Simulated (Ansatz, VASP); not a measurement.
**C: VASP beside Ansatz**

```
C
1.0
     0.00000    2.36629    3.34800
     1.36615    0.00000    3.34800
     1.36615    2.36629    0.00000
C
2
Direct
  0.16667 0.83333 0.16667
  0.83333 0.16667 0.83333
```

Change from the starting cell: strain +0.1125 x Voigt [1, 1, 0, 0, 0, 0], atoms carried along.

Alike in both runs: task single point; functional LDA; k mesh 14 × 14 × 14; occupations gaussian, width 0.05 eV; no spin polarisation.

|  | VASP | Ansatz |
| --- | --- | --- |
| version | VASP 6.6.1 | Ansatz 0.2.0 |
| potentials or method | VASP PAW LDA potentials, release 64 (C) | scalar-relativistic, plane waves, PAW |
| plane-wave cutoff (eV) | 520 | 420 |
| valence electrons in the cell | 8 | 8 |

Ansatz gave:

```
gap on the k mesh at the Fermi level (eV)       : none
pressure (GPa)                                  : -58.4
largest component of the traceless stress (GPa) : 58.98
rms of the force components (eV/Å)              : 0.015
```

**Question.** Estimate VASP's values.

**Answer.** gap on the k mesh at the Fermi level (eV): none; pressure (GPa): -58.0; largest component of the traceless stress (GPa): 58.50; rms of the force components (eV/Å): 0.015.

Atom by atom the forces differ by 0.000 eV/Å (rms over components). A gap of «none» marks a metal or a gap that the smearing closes.

Caveats: the cell as given lies far from equilibrium; so large a pressure means that the cell lies far from this level's equilibrium, or that cutoff or potentials fall short (VASP).
